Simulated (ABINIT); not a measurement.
Here is an ABINIT 10.8.3 (patched build) calculation.

Contents of run.abi:

```
# Pseudopotentials
pp_dirpath "./"
pseudos "Ta.GGA_PBE-JTH.xml, N.GGA_PBE-JTH.xml"

# Structure
acell 2.938 2.938 2.883 Angstrom
rprim
     1.0000000000     0.0000000000     0.0000000000
    -0.5000000000     0.8660254038     0.0000000000
     0.0000000000     0.0000000000     1.0000000000
ntypat 2
znucl 73 7
natom 2
typat 1 2
xred
     0.0000000000     0.0000000000     0.5000000000
     0.6666666667     0.3333333333     0.0000000000
chkprim 0
chksymtnons 0
tolsym 1.0e-6

# Plane-wave basis
ecut 707.496042 eV
pawecutdg 48.0
pawxcdev 0

# k points
kptopt 1
ngkpt 10 10 9
nshiftk 1
shiftk 0.0 0.0 0.0

# Exchange and correlation
ixc -116133

# Bands and occupations
nband 13
occopt 3
tsmear 0.05 eV

# SCF cycle
nstep 100
tolvrs 1.0e-9

# Output
iomode 3
prtwf 0
prtden 0
prteig 0
prtebands 0
enunit 2

# Relaxation
ionmov 2
ntime 60
tolmxf 0.0001
optcell 2
dilatmx 1.08
ecutsm 0.5
```

Potentials or basis: JTH PAW PBE v2.0.

Command:

```bash
$ abinit run.abi > log 2>&1
```

(1) What does it give for the relaxed volume?

(2) What does it give for the space group after relaxing (to 0.05 Å)?

(3) Predict the relaxed cell.

(4) What does it give for the band gap on the k mesh?

Results:

(1) 10.64 Å³/atom.

(2) P-6m2 (No. 187).

(3) a = 2.925 Å, b = 2.925 Å, c = 2.872 Å, α = 90.00°, β = 90.00°, γ = 120.00°.

(4) none (metal or under the smearing width).

Caveat: the PAW data sets were made with another functional, which shifts forces and pressure a little.
